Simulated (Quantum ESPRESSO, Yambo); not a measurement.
# PbS (Galena): G0W0 on several meshes in Yambo, part 2 of 2

How does the mesh move the gap of PbS (Galena)?

Quantum ESPRESSO 7.5 and Yambo 5.3.0; PBE and many-body steps on it, plane waves. Known limits of the many-body steps: not at the basis limit; model gap, bands may invert with spin-orbit coupling; no spin-orbit coupling; coarse k mesh.

So far. Step 4 (4×4×4): The gap on the mesh goes from 0.37 eV to 0.68 eV, a correction of +0.32 eV. Step 5 (Empty states on the mesh, 2×2×2 mesh, 265 bands): On this mesh the gap is 0.368 eV.

The database entry behind the starting cell differs from later determinations by our own check (about 0.1 % short), so it need not match the best structure at ambient conditions.

### 6. Conversion and set-up

This step: Yambo 5.3.0; conversion and set-up on PBE, plane waves, norm-conserving pseudopotentials.

The run is started by

```sh
$ (cd o/x.save; p2y > p2y.log; mv SAVE ../..); yambo > setup.log
```

The program printed:

```text
 Yambo, version 5.3.0

 [02] CORE Variables Setup
 =========================

  [02.01] Unit cells
  ==================

  Cell kind             :  FCC
  Atoms in the cell     :  Pb  S
  number of Pb atoms    :  1
  number of S  atoms    :  1

  List of atomic masses
  Mass of Pb    :  207.2000
  Mass of S     :  32.06000

  List of atomic coordinates    : [cc]
  Pb1       :  0.000000  0.000000  0.000000  order 1
  S1       :  5.604455  5.604455  5.604455  order 2

  Alat factors          :  5.604455  5.604455  5.604455 [a.u.]
  Direct lattice volume :  352.0710 [a.u.]
[...]
0.000000  0.000000  0.000000  0.000000  0.000000  0.000000  0.000000  0.000000

 [03] Transferred momenta grid and indexing
 ==========================================

 IBZ Q-points                                      :  3
 BZ  Q-points                                      :   8

 K/Q-points units:
 rlu = crystal or reduced units; cc = cartesian coordinates; iku = interal k-units

 Q [1]          [rlu]:  0.000000  0.000000  0.000000
 Q [2]          [rlu]: -0.86205E-17 -0.86205E-17 -0.50000
 Q [3]          [rlu]:  0.66086E-16 -0.50000     -0.50000

  [03.01] X indexes
  =================

   [03.01.01] Sigma indexes
   ========================

 [06] Game Over & Game summary
```

Wall time 3.3 s (1 MPI rank of Intel Xeon Platinum 8259CL at 2.50GHz (Skylake/Cascade Lake), shared host); peak memory 0.25 GiB.

### 7. 2×2×2

This step: G0W0 on PBE, plane waves, norm-conserving pseudopotentials.

The input, gw11.in:

```
HF_and_locXC
gw0
dyson
ppa
em1d
rim_cut
RandQpts= 1000000
RandGvec= 1 RL
EXXRLvcs= 76 Ry
VXCRLvcs= 304 Ry
Chimod= "HARTREE"
% BndsRnXp
 1 | 265 |
%
NGsBlkXp= 17 Ry
% LongDrXp
 1 | 1 | 1 |
%
% GbndRnge
 1 | 265 |
%
DysSolver= "n"
ExtendOut
PPAPntXp= 27.21138 eV
% QPkrange
 2 | 2 | 13 | 16 |
 1 | 1 | 13 | 16 |
%
```

The run is started by

```sh
$ OMP_NUM_THREADS=1 mpirun -n 4 yambo -F gw11.in -J gw11 -C gw11 > gw11.log
```

The program printed:

```text
 Yambo, version 5.3.0

 [02] CORE Variables Setup
 =========================

  [... cell, symmetries and grids as in the set-up ...]

  [02.05] Energies & Occupations
  ==============================

  [X] === General ===
  [X] Electronic Temperature                        :  0.000000  0.000000 [eV K]
  [X] Bosonic    Temperature                        :  0.000000  0.000000 [eV K]
  [X] Finite Temperature mode                       : no
  [X] El. density                                   :  0.53669E+24 [cm-3]
  [X] Fermi Level                                   :  9.908065 [eV]

  [X] === Gaps and Widths ===
  [X] Conduction Band Min                           :  0.368214 [eV]
  [X] Valence Band Max                              :  0.000000 [eV]
  [X] Filled Bands                                  :  14
  [X] Empty Bands                                   :   15  265
  [X] Direct Gap                                    :  0.368214 [eV]
  [X] Direct Gap localized at k                     :  2
  [X] Indirect Gap                                  :  0.368214 [eV]
  [X] Indirect Gap between kpts                     :  2  2
  [X] Last valence band width                       :  3.438853 [eV]
  [X] 1st conduction band width                     :  4.848504 [eV]

 [03] Transferred momenta grid and indexing
 ==========================================

 IBZ Q-points                                      :  3
 BZ  Q-points                                      :   8

 K/Q-points units:
 rlu = crystal or reduced units; cc = cartesian coordinates; iku = interal k-units

 Q [1]          [rlu]:  0.000000  0.000000  0.000000
 Q [2]          [rlu]: -0.86205E-17 -0.86205E-17 -0.50000
 Q [3]          [rlu]:  0.66086E-16 -0.50000     -0.50000

 [04] Coloumb potential Random Integration (RIM)
[...]
QP @ state[ 1 ] b range:  13  16

 [xc] Functional : Perdew, Burke & Ernzerhof(X)+Perdew, Burke & Ernzerhof(C)
 [xc] LIBXC used to calculate xc functional
  PP Number of Atomic Species                      :  2
  NLCC RL compoments                               :  31283
  PP Number of Atomic Species                      :  2
  NLCC RL compoments                               :  31283

 [xc] E_xc :  -18.23643 [Ha]
      E_xc :  -36.47286 [Ry]

  Local XC kind (lXC) : Perdew, Burke & Ernzerhof(X)+Perdew, Burke & Ernzerhof(C)
  Non-Local XC kind (nlXC) : Hartree-Fock

  Corrections @ K [1] :  [eV]
 <13|nlXC|13> = -15.96695  0.90735E-17 <13|lXC|13> = -12.77496  0.000000
 <14|nlXC|14> = -15.96695  0.74876E-17 <14|lXC|14> = -12.77496  0.000000
 <15|nlXC|15> = -6.690892 -0.15605E-17 <15|lXC|15> = -11.89050  0.000000
[...]
Corrections @ K [2] :  [eV]
[...]
<15|nlXC|15> = -5.756270  0.10933E-16 <15|lXC|15> = -9.794329 -0.18882E-15
 <16|nlXC|16> = -6.437482  0.61088E-17 <16|lXC|16> = -10.80326 -0.94408E-16

 [08] Dyson equation: Newton solver
 ==================================

  [08.01] G0W0 (W PPA)
  ====================

  [  GW  ] Bands range     :    1  265
  [GW/PPA] G damping       :  0.100000 [eV]

  QP @ state[ 1 ] K range:  1  2
  QP @ state[ 1 ] b range:  13  16

   Sc/G bands                                       :    1  265
   Sc/G damping                                     :  0.100000 ev
   Sc bands terminator                              : no
   Sx RL components                                 :   3943

   QP @ state[ 1 ] K range                          :  1  2
   QP @ state[ 1 ] b range                          :  13  16
   GF energies kind                                 : Perdew, Burke & Ernzerhof(X)+Perdew, Burke & Ernzerhof(C)
   GF WF`s kind                                     : Perdew, Burke & Ernzerhof(X)+Perdew, Burke & Ernzerhof(C)
   Xs energies kind                                 : Perdew, Burke & Ernzerhof(X)+Perdew, Burke & Ernzerhof(C)
   Xs WF`s kind                                     : Perdew, Burke & Ernzerhof(X)+Perdew, Burke & Ernzerhof(C)

 [11] Game Over & Game summary
```

Elapsed: 65 s, on 4 MPI ranks; peak memory 1.5 GiB.

This step gave:

| Quantity | Value |
| --- | --- |
| G0W0 gap on the points computed | 0.8256 eV |
| starting gap on the mesh | 0.3682 eV |
| k of the valence top | 0, 0, -0.5 |
| k of the conduction bottom | 0, 0, -0.5 |
| least direct G0W0 gap on the computed points | 0.8256 eV |
| Z at the valence top | 0.8007 |
| Z at the conduction bottom | 0.8242 |

Against G0W0 in Yambo (4×4×4 mesh, 265 bands, screening to 231.3 eV, Godby-Needs plasmon pole), the gap moves by +0.141 eV.

### 8. The runs together

Times are wall times on 4 MPI ranks of Intel Xeon Platinum 8259CL at 2.50GHz (Skylake/Cascade Lake), shared host, good to a factor of about two.

| run | mesh | bands | screening cutoff (eV) | DFT gap (eV) | gap on the mesh (eV) | direct (eV) | time |
| --- | --- | --- | --- | --- | --- | --- | --- |
| 4×4×4 | 4×4×4 | 265 | 231.3 | 0.368 | 0.685 | 0.685 | 11 min |
| 2×2×2 | 2×2×2 | 265 | 231.3 | 0.368 | 0.826 | 0.826 | 65 s |

### 9. What came out

```yaml
4x4x4: 0.685 eV
2x2x2: 0.826 eV
known_limits: not at the basis limit; model gap, bands may invert with spin-orbit coupling; no spin-orbit coupling; coarse k mesh
```

In words: 2×2×2: +0.141 eV against 4×4×4. Bands and cutoff are finite, so the gap is not at the basis limit. The miss can reach some tenths of an eV and take either sign; the mesh is an error of its own. In the G0W0 runs levels were corrected at 2 k points alone, so a gap called «on the mesh» is the least over those, and an edge elsewhere would be missed. The 4×4×4 mesh is coarse for this cell, which bears on the long-range parts of exchange and screening. Mesh or cutoff lie under what a gap needs, so these runs test behaviour and cost; their gaps are not to be quoted. Where an edge is built on 6p states of lead, bismuth or thallium, scalar-relativistic gaps usually stand too wide, by a few tenths to over one eV. With atoms this heavy and so narrow a gap, spin-orbit coupling can invert the bands. These scalar-relativistic gaps are then model values, not to be set against experiment, and a spin-orbit change taken from DFT can't simply be added.

[Paths, hosts, dates, memory and timing lines, banners, echoed tables and standing remarks are left out of the program output.]

[Logs are printed without paths, hosts, clocks, repeated set-up lines and the standing remarks that a program may print on its own settings, such as how far it seeks lower states.]

[Runs of the session that timed out or met a known fault of the program may be left out.]

[Hosts, paths, dates, database ids (printed as entryN), source tags and the programs' standing remarks are cut or masked in the printed files.]
